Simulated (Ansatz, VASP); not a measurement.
# PbF2: VASP beside Ansatz, part 2 of 2

One calculation is typed for both programs; each brings its own data sets and cutoff. How far apart do they land? The cell is a member of a volume series, scaled by 0.94 from a relaxed one, so a pressure remains.

VASP 6.6.1 and Ansatz 0.2.0.

So far. Step 3 (Ansatz: single point, PBEsol, volume scaled by 0.94): The run ends at a pressure of 6.18 GPa, with forces up to 0.25 eV/Å.

### Step 4. Side by side

Known differences besides the potentials themselves: the cutoff is 420 eV in Ansatz and 520 eV in VASP; Ansatz makes its cores anew for this functional, VASP keeps those of its PBE data sets; VASP leaves aspherical gradient terms in its spheres out (LASPH is not set), Ansatz keeps them. Total energies have different zeros and are not compared.

Compared:

```csv
quantity,Ansatz,VASP,difference
pressure (GPa),6.18,5.97,+0.20
pressure without Ansatz's Pulay correction (GPa),5.59,5.97,-0.38
gap on the k mesh (eV),4.197,4.192,+0.004
```

Forces on 7 of the 12 atoms, those with the largest forces and the largest differences (eV/Å; atoms numbered as in POSCAR):

```csv
atom,"Ansatz x, y, z","VASP x, y, z"
Pb1,"0.059, 0.000, 0.247","0.067, 0.000, 0.272"
Pb2,"-0.059, 0.000, -0.247","-0.067, 0.000, -0.272"
Pb3,"-0.059, 0.000, 0.247","-0.067, 0.000, 0.272"
Pb4,"0.059, 0.000, -0.247","0.067, 0.000, -0.272"
F9,"0.038, 0.000, -0.210","0.033, 0.000, -0.225"
F10,"-0.038, 0.000, 0.210","-0.033, 0.000, 0.225"
F11,"-0.038, 0.000, -0.210","-0.033, 0.000, -0.225"
```

The forces differ by 11 meV/Å r.m.s., which is 8.9 % of the r.m.s. force of 0.12 eV/Å (both taken over all components). A gap on the mesh is an upper bound, since the band edges may lie between its points; neither run holds spin-orbit coupling, which can move the band edges of a compound of Pb. Ansatz's pressure holds a Pulay correction of 0.58 GPa; VASP's holds none.

### Step 5. Ansatz: single point, PBEsol, volume scaled by 1.04

A single point gives forces, pressure and levels at one fixed geometry, so differences don't come from the geometry; what else differs is listed under the comparison. The cell compared in this pair holds 196.20 Å³, against 177.33 Å³ for the pair before.

The cell is a member of a volume series, scaled by 1.04 from a relaxed one, so a pressure remains.

File input.yaml:

```yaml
crystal:
  lattice:
    - [6.4825059506, 0.0, 0.0]
    - [0.0, 3.9096645226, 0.0]
    - [0.0, 0.0, 7.7413239723]
  atoms:
    - { symbol: Pb, position: [0.743868781, 0.75, 0.1052510228] }
    - { symbol: Pb, position: [0.256131219, 0.25, 0.8947489772] }
    - { symbol: Pb, position: [0.756131219, 0.25, 0.6052510228] }
    - { symbol: Pb, position: [0.243868781, 0.75, 0.3947489772] }
    - { symbol: F, position: [0.1407002138, 0.75, 0.0670908324] }
    - { symbol: F, position: [0.8592997862, 0.25, 0.9329091676] }
    - { symbol: F, position: [0.3592997862, 0.25, 0.5670908324] }
    - { symbol: F, position: [0.6407002138, 0.75, 0.4329091676] }
    - { symbol: F, position: [0.5239141385, 0.75, 0.8474349737] }
    - { symbol: F, position: [0.4760858615, 0.25, 0.1525650263] }
    - { symbol: F, position: [0.9760858615, 0.25, 0.3474349737] }
    - { symbol: F, position: [0.0239141385, 0.75, 0.6525650263] }
hamiltonian:
  xc: pbesol
  pseudopotentials: { kind: paw }
kpoints:
  mp_grid: { grid: [4, 7, 4] }
scf:
  occupations: { method: gaussian, width: 0.05 }
  n_extra_bands: 7
output:
  forces: true
  stress: true
  eigenvalues: true
```

Run with:

```sh
> ansatz run input.yaml --threads 4 --pin off --max-ram 9216MiB --backend cpu --events-out ev --progress --plain --runs-dir out
```

Numbers of over 12 decimals in the logs are rounded to 6 here.

The log of the run:

```text
[...]
Crystal: 12 atoms, lattice volume = 196.199 Å³
Basis set: ecut = 420 eV, 3833 PW (Γ), exchange–correlation on 90×54×108 points (8 copies of the dense FFT grid, shifted against one another)
Bands: 63, of which v1, the nominal top of the filled ones, is band 56 counted from 1 (55 counted from 0)
Symmetry: 8 space group operations
[...]
k-points: 36 of 112
[...]
k-point 0: bands = [... 52 lower, 3.9765, 5.2054, 5.2823, 5.3528, 9.7884, 10.3307, 11.1136, 11.1649, ... 3 higher]
  k-point 1: bands = [... 52 lower, 3.9994, 4.9460, 5.3256, 5.4108, 9.9660, 10.6118, 10.8968, 11.2168, ... 3 higher]
  k-point 2: bands = [... 52 lower, 4.4550, 4.4550, 5.3985, 5.3985, 10.3960, 10.3960, 11.3353, 11.3353, ... 3 higher]
  k-point 35: bands = [... 52 lower, 5.0878, 5.0878, 5.1676, 5.1676, 10.2667, 10.2667, 10.3619, 10.3619, ... 3 higher]
[key lines of the parts left out:]
SCF converged after 8 iterations
Free energy (F): -53428.740420 eV
Fermi energy:    7.671422 eV
P = ⅓ Tr σ = -2.7614 GPa (-27.614 kbar)
```

Wall time 9.4 s (4 threads of Arm Neoverse V1, shared host); peak memory 0.77 GiB; 36 s of CPU time.

The run ends at a pressure of -2.76 GPa, with forces up to 0.17 eV/Å.

### Step 6. VASP: single point, PBEsol, volume scaled by 1.04

The same cell, functional, mesh and smearing now go to VASP, with its own data sets and cutoff.

File INCAR:

```
SYSTEM = PbF2
PREC = Accurate
ENCUT = 520
EDIFF = 1E-06
NELM = 100
ISMEAR = 0
SIGMA = 0.05
LREAL = .FALSE.
ALGO = Normal
GGA = PS
NBANDS = 69
LORBIT = 11
LWAVE = .FALSE.
LCHARG = .FALSE.
KPAR = 8
ISIF = 2
```

File POSCAR:

```
PbF2
1.0
    6.4825059506      0.0000000000      0.0000000000
    0.0000000000      3.9096645226      0.0000000000
    0.0000000000      0.0000000000      7.7413239723
Pb F
4 8
Direct
    0.7438687810      0.7500000000      0.1052510228
    0.2561312190      0.2500000000      0.8947489772
    0.7561312190      0.2500000000      0.6052510228
    0.2438687810      0.7500000000      0.3947489772
    0.1407002138      0.7500000000      0.0670908324
    0.8592997862      0.2500000000      0.9329091676
    0.3592997862      0.2500000000      0.5670908324
    0.6407002138      0.7500000000      0.4329091676
    0.5239141385      0.7500000000      0.8474349737
    0.4760858615      0.2500000000      0.1525650263
    0.9760858615      0.2500000000      0.3474349737
    0.0239141385      0.7500000000      0.6525650263
```

File KPOINTS:

```
Automatic mesh
0
Gamma
4 7 4
0 0 0
```

The projector-augmented-wave data sets are Pb_d and F (PBE family, release 64).

Run with:

```sh
> mpirun -np 8 vasp_std
```

The log of the run:

```text
[banner, memory and clock lines left out]
running    8 mpi-ranks, on    1 nodes
[...]
[... a notice as in an earlier step ...]

 [... a notice as in an earlier step ...]

 LDA part: xc-table for (Slater+PW92), standard interpolation
 POSCAR, INCAR and KPOINTS ok, starting setup
[...]
entering main loop
       N       E                     dE             d eps       ncg     rms          rms(c)
DAV:   1     0.172001034252E+04    0.17200E+04   -0.54065E+04  4968   0.194E+03
DAV:   2     0.256695500972E+03   -0.14633E+04   -0.13817E+04  5344   0.570E+02
DAV:   3    -0.431206118231E+02   -0.29982E+03   -0.28499E+03  5787   0.271E+02
DAV:   4    -0.653884917909E+02   -0.22268E+02   -0.21944E+02  6312   0.777E+01
[...]
DAV:  13    -0.595345409523E+02    0.14697E-06   -0.11720E-05  6266   0.263E-02    0.603E-03
DAV:  14    -0.595345399325E+02    0.10198E-05   -0.21430E-06  3753   0.117E-02    0.253E-03
DAV:  15    -0.595345397047E+02    0.22776E-06   -0.12384E-06  3053   0.763E-03
   1 F= -.59534540E+02 E0= -.59534540E+02  d E =-.345029E-15
```

Parts of OUTCAR (step 6):

```text
  Total       -3.6004777     -3.7416433     -3.6710117     -0.0000000      0.0000000      0.0000000
  in kB      -29.4017409    -30.5545087    -29.9777266     -0.0000000      0.0000000      0.0000000
  external PRESSURE =     -29.9779921 kB  Pullay stress =       0.0000000 kB

 POSITION                                       TOTAL-FORCE (eV/Angst)
 -----------------------------------------------------------------------------------
      4.82213      2.93225      0.81478        -0.034652      0.000000     -0.150291
      1.66037      0.97742      6.92654         0.034652     -0.000000      0.150291
      4.90163      0.97742      4.68544         0.034652      0.000000     -0.150291
      1.58088      2.93225      3.05588        -0.034652      0.000000      0.150291
      0.91209      2.93225      0.51937         0.004199      0.000000     -0.033735
      5.57042      0.97742      7.22195        -0.004199      0.000000      0.033735
      2.32916      0.97742      4.39003        -0.004199      0.000000     -0.033735
      4.15334      2.93225      3.35129         0.004199     -0.000000      0.033735
      3.39628      2.93225      6.56027        -0.019573      0.000000      0.109154
      3.08623      0.97742      1.18106         0.019573     -0.000000     -0.109154
      6.32748      0.97742      2.68961         0.019573      0.000000      0.109154
      0.15502      2.93225      5.05172        -0.019573     -0.000000     -0.109154
 -----------------------------------------------------------------------------------
    total drift:                                0.000000      0.000000     -0.000000

  FREE ENERGIE OF THE ION-ELECTRON SYSTEM (eV)
  ---------------------------------------------------
  free  energy   TOTEN  =       -59.5345397047 eV

  energy  without entropy=      -59.5345397047  energy(sigma->0) =      -59.53453970

[... 1 part as in an earlier step ...]

[... 2 further parts left out ...]
[key lines of the parts left out:]
E-fermi :   2.4897
```

The run ends at a pressure of -3.00 GPa, with forces up to 0.15 eV/Å.

### Step 7. Side by side

Compared:

```csv
quantity,Ansatz,VASP,difference
pressure (GPa),-2.76,-3.00,+0.24
pressure without Ansatz's Pulay correction (GPa),-3.30,-3.00,-0.30
gap on the k mesh (eV),4.234,4.230,+0.004
```

Forces on 7 of the 12 atoms, those with the largest forces and the largest differences (eV/Å; atoms numbered as in POSCAR):

```csv
atom,"Ansatz x, y, z","VASP x, y, z"
Pb1,"-0.041, 0.000, -0.166","-0.035, 0.000, -0.150"
Pb2,"0.041, 0.000, 0.166","0.035, 0.000, 0.150"
Pb3,"0.041, 0.000, -0.166","0.035, 0.000, -0.150"
Pb4,"-0.041, 0.000, 0.166","-0.035, 0.000, 0.150"
F9,"-0.017, 0.000, 0.119","-0.020, 0.000, 0.109"
F10,"0.017, 0.000, -0.119","0.020, 0.000, -0.109"
F11,"0.017, 0.000, 0.119","0.020, 0.000, 0.109"
```

The forces differ by 7.0 meV/Å r.m.s., which is 10.8 % of the r.m.s. force of 0.06 eV/Å (both taken over all components). A gap on the mesh is an upper bound, since the band edges may lie between its points; neither run holds spin-orbit coupling, which can move the band edges of a compound of Pb. Ansatz's pressure holds a Pulay correction of 0.54 GPa; VASP's holds none.

### Step 8. VASP: single point, PBEsol, volume scaled by 1.06

A single point gives forces, pressure and levels at one fixed geometry, so differences don't come from the geometry; what else differs is listed under the comparison. The cell compared in this pair holds 199.97 Å³, against 196.20 Å³ for the pair before.

INCAR is that of step 6.

POSCAR, as its differences from that of step 6:

```diff
@@ -2,5 +2,5 @@
 1.0
-    6.4825059506      0.0000000000      0.0000000000
-    0.0000000000      3.9096645226      0.0000000000
-    0.0000000000      0.0000000000      7.7413239723
+    6.5237969106      0.0000000000      0.0000000000
+    0.0000000000      3.9345675158      0.0000000000
+    0.0000000000      0.0000000000      7.7906330977
 Pb F
```

KPOINTS is that of step 6.

Run with:

```sh
> mpirun -np 8 vasp_std
```

The log of the run:

```text
[... set-up lines as in an earlier step ...]
 entering main loop
       N       E                     dE             d eps       ncg     rms          rms(c)
DAV:   1     0.171009724117E+04    0.17101E+04   -0.54215E+04  4968   0.193E+03
DAV:   2     0.256165986904E+03   -0.14539E+04   -0.13714E+04  5312   0.563E+02
DAV:   3    -0.439849169854E+02   -0.30015E+03   -0.28571E+03  5862   0.271E+02
DAV:   4    -0.654824695442E+02   -0.21498E+02   -0.21205E+02  6296   0.767E+01
[...]
DAV:  12    -0.594572887261E+02   -0.30660E-04   -0.84758E-05  5992   0.449E-02    0.103E-02
DAV:  13    -0.594572881417E+02    0.58437E-06   -0.12730E-05  6683   0.274E-02    0.551E-03
DAV:  14    -0.594572873348E+02    0.80689E-06   -0.19518E-06  3711   0.115E-02
   1 F= -.59457287E+02 E0= -.59457287E+02  d E =-.558422E-18
```

From OUTCAR (step 8):

```text
  Total       -5.1783948     -5.3781446     -5.3222233      0.0000000      0.0000000      0.0000000
  in kB      -41.4892473    -43.0896404    -42.6415992      0.0000000      0.0000000      0.0000000
  external PRESSURE =     -42.4068290 kB  Pullay stress =       0.0000000 kB

 POSITION                                       TOTAL-FORCE (eV/Angst)
 -----------------------------------------------------------------------------------
      4.85285      2.95093      0.81997        -0.050432      0.000000     -0.216995
      1.67095      0.98364      6.97066         0.050432     -0.000000      0.216995
      4.93285      0.98364      4.71529         0.050432      0.000000     -0.216995
      1.59095      2.95093      3.07534        -0.050432      0.000000      0.216995
      0.91790      2.95093      0.52268         0.005929     -0.000000     -0.048534
      5.60590      0.98364      7.26795        -0.005929      0.000000      0.048534
      2.34400      0.98364      4.41800        -0.005929     -0.000000     -0.048534
      4.17980      2.95093      3.37264         0.005929      0.000000      0.048534
      3.41791      2.95093      6.60205        -0.027424      0.000000      0.161982
      3.10589      0.98364      1.18858         0.027424      0.000000     -0.161982
      6.36779      0.98364      2.70674         0.027424      0.000000      0.161982
      0.15601      2.95093      5.08389        -0.027424     -0.000000     -0.161982
 -----------------------------------------------------------------------------------
    total drift:                               -0.000000      0.000000      0.000000

  FREE ENERGIE OF THE ION-ELECTRON SYSTEM (eV)
  ---------------------------------------------------
  free  energy   TOTEN  =       -59.4572873348 eV

  energy  without entropy=      -59.4572873348  energy(sigma->0) =      -59.45728733

[... 1 part as in an earlier step ...]

[... 2 further parts left out ...]
[key lines of the parts left out:]
E-fermi :   2.2869
```

The run ends at a pressure of -4.24 GPa, with forces up to 0.22 eV/Å.

### Step 9. Ansatz: single point, PBEsol, volume scaled by 1.06

The same cell, functional, mesh and smearing now go to Ansatz, which takes its cutoff from its data sets.

The cell is a member of a volume series, scaled by 1.06 from a relaxed one, so a pressure remains.

input.yaml, as its differences from that of step 5:

```diff
@@ -2,5 +2,5 @@
   lattice:
-    - [6.4825059506, 0.0, 0.0]
-    - [0.0, 3.9096645226, 0.0]
-    - [0.0, 0.0, 7.7413239723]
+    - [6.5237969106, 0.0, 0.0]
+    - [0.0, 3.9345675158, 0.0]
+    - [0.0, 0.0, 7.7906330977]
   atoms:
@@ -30 +30,5 @@
   eigenvalues: true
+  write_density: true
+  write_potential: true
+  elf: true
+  volumetric_format: npy
```

Run with:

```sh
> ansatz run input.yaml --threads 4 --pin off --max-ram 9216MiB --backend cpu --events-out ev --progress --plain --runs-dir out
```

The log of the run:

```text
[...]
Crystal: 12 atoms, lattice volume = 199.972 Å³
Basis set: ecut = 420 eV, 3923 PW (Γ), exchange–correlation on 90×54×108 points (8 copies of the dense FFT grid, shifted against one another)
Bands: 63, of which v1, the nominal top of the filled ones, is band 56 counted from 1 (55 counted from 0)
Symmetry: 8 space group operations
[...]
k-points: 36 of 112
[...]
k-point 0: bands = [... 52 lower, 3.7873, 4.9244, 4.9958, 5.0706, 9.4952, 10.0237, 10.7942, 10.8585, ... 3 higher]
  k-point 1: bands = [... 52 lower, 3.8037, 4.6832, 5.0375, 5.1217, 9.6702, 10.2982, 10.5913, 10.8980, ... 3 higher]
  k-point 2: bands = [... 52 lower, 4.2225, 4.2225, 5.1080, 5.1080, 10.0951, 10.0951, 11.0088, 11.0088, ... 3 higher]
  k-point 35: bands = [... 52 lower, 4.8062, 4.8062, 4.8845, 4.8845, 9.9622, 9.9622, 10.0548, 10.0548, ... 3 higher]
[key lines of the parts left out:]
SCF converged after 8 iterations
Free energy (F): -53428.660479 eV
Fermi energy:    7.377649 eV
P = ⅓ Tr σ = -4.0082 GPa (-40.082 kbar)
```

Elapsed: 12 s, on 4 threads; peak memory 0.78 GiB.

The run ends at a pressure of -4.01 GPa, with forces up to 0.24 eV/Å.

### Step 10. Comparison

Compared:

```csv
quantity,Ansatz,VASP,difference
pressure (GPa),-4.01,-4.24,+0.23
pressure without Ansatz's Pulay correction (GPa),-4.54,-4.24,-0.30
gap on the k mesh (eV),4.235,4.231,+0.004
```

Forces on 7 of the 12 atoms, those with the largest forces and the largest differences (eV/Å; atoms numbered as in POSCAR):

```csv
atom,"Ansatz x, y, z","VASP x, y, z"
Pb1,"-0.056, 0.000, -0.232","-0.050, 0.000, -0.217"
Pb2,"0.056, 0.000, 0.232","0.050, 0.000, 0.217"
Pb3,"0.056, 0.000, -0.232","0.050, 0.000, -0.217"
Pb4,"-0.056, 0.000, 0.232","-0.050, 0.000, 0.217"
F9,"-0.025, 0.000, 0.170","-0.027, 0.000, 0.162"
F10,"0.025, 0.000, -0.170","0.027, 0.000, -0.162"
F12,"-0.025, 0.000, -0.170","-0.027, 0.000, -0.162"
```

The forces differ by 6.4 meV/Å r.m.s., which is 6.9 % of the r.m.s. force of 0.09 eV/Å (both taken over all components). A gap on the mesh is an upper bound, since the band edges may lie between its points; neither run holds spin-orbit coupling, which can move the band edges of a compound of Pb. Ansatz's pressure holds a Pulay correction of 0.53 GPa; VASP's holds none.

### Step 11. Outcome

| Quantity | Value |
| --- | --- |
| r.m.s. force difference (single point, PBEsol, volume scaled by 0.94) | 11 meV/Å |
| r.m.s. force difference (single point, PBEsol, volume scaled by 1.04) | 7.0 meV/Å |
| r.m.s. force difference (single point, PBEsol, volume scaled by 1.06) | 6.4 meV/Å |

The r.m.s. force difference is 11 meV/Å (single point, PBEsol, volume scaled by 0.94), within the 12 meV/Å picked in this series as the mark of a large difference. 1 further run of this series is not shown here. How closely two codes agree says nothing of how well the functional describes the real material.

[Lines on the potential files, build, host, timing and source positions are cut from VASP's logs without a mark.]

[Logs are printed without paths, hosts, clocks, repeated set-up lines and the standing remarks that a program may print on its own settings, such as how far it seeks lower states.]

[Hosts, paths, dates, database ids (printed as entryN), source tags and the programs' standing remarks are cut or masked in the printed files.]
